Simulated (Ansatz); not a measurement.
# Stationary points along a deformation path in Ni

Theory: Ansatz 0.2.0, DFT PBE, scalar-relativistic, plane waves, PAW. Settings: plane waves to 420 eV, k-mesh 26×26×26 (Γ-centred), Gaussian smearing 0.15 eV. Collinear spins, started from moments 0.8 μB in atom order; the magnetic state may not be the lowest. Energies are free energies at this smearing, counted from the undisturbed cell; pressure is positive in compression.

Reference structure (as given, not relaxed at this level; it stands at -2.7 GPa):

```
CELL_PARAMETERS angstrom
0.00000 1.76795 1.76795
1.76795 0.00000 1.76795
1.76795 1.76795 0.00000
ATOMIC_POSITIONS crystal
Ni 0.00000 0.00000 0.00000
```

At fixed volume and fractional coordinates, lengths along (0.000, 0.000, 1.000) are scaled against those across it; ρ is that ratio over its starting value. V = 11.052 Å³/atom. Δσ is the stress along the axis less the mean stress across it (compression positive).

```csv
ρ,ΔE (meV/atom),Δσ (GPa),space group
0.650,88.5,-4.24,I4/mmm
0.707,98.9,-0.01,Im-3m
0.780,82.0,7.09,I4/mmm
0.850,47.5,9.54,I4/mmm
0.920,15.5,7.30,I4/mmm
1.000,0.0,0.00,Fm-3m
1.100,27.9,-13.54,I4/mmm
1.200,111.5,-28.16,I4/mmm
1.300,240.0,-42.14,I4/mmm
1.414,436.4,-59.79,I4/mmm
```

Q: How does the stress give the slope of the energy, and where is the energy stationary?

A: Along the path d ln(length) is 2/3 d ln ρ on the axis and −1/3 d ln ρ across it, so dE/d ln ρ = −(2/3) V Δσ: the energy falls with ρ where Δσ is positive. Δσ vanishes or changes sign at ρ = 0.707 (Im-3m), a maximum at 98.9 meV/atom; at ρ = 1.000 (Fm-3m), a minimum at 0.0 meV/atom. Pairs of stationary points between two samples would go unseen, and could change a minimum read from distant neighbours into a maximum. At ρ = 0.707, 1.000 the cell is cubic, where symmetry alone makes the stress isotropic and the slope zero.

Q: Which shear constant sets the curvature at ρ = 1?

A: For a cubic crystal E/V = (2/3) C (ln ρ)² with C = C′ = (C11 − C12)/2, so Δσ = −2C ln ρ. The parabola of Δσ against ln ρ through ρ = 0.920, 1 and 1.100 gives C ≈ 56 GPa with the ions clamped, rough because the steps are large. It is the stress–strain coefficient at this cell's pressure of -2.7 GPa, not the zero-pressure constant.

Q: Integrate that slope from ρ = 1 to 0.780 by the trapezoid rule.

A: With V/N in Å³ and 1 eV/Å³ = 160.2 GPa the slopes at ρ = 1.000, 0.920, 0.850, 0.780 are 0, -336, -439, -326 meV/atom per unit of ln ρ. The steps add 14.0 + 30.6 + 32.9 = 77.5 meV/atom, against 82.0 from the energies; the trapezoid rule misses the curvature of the slope within each step.

In a metal these slopes depend on the k mesh and the smearing.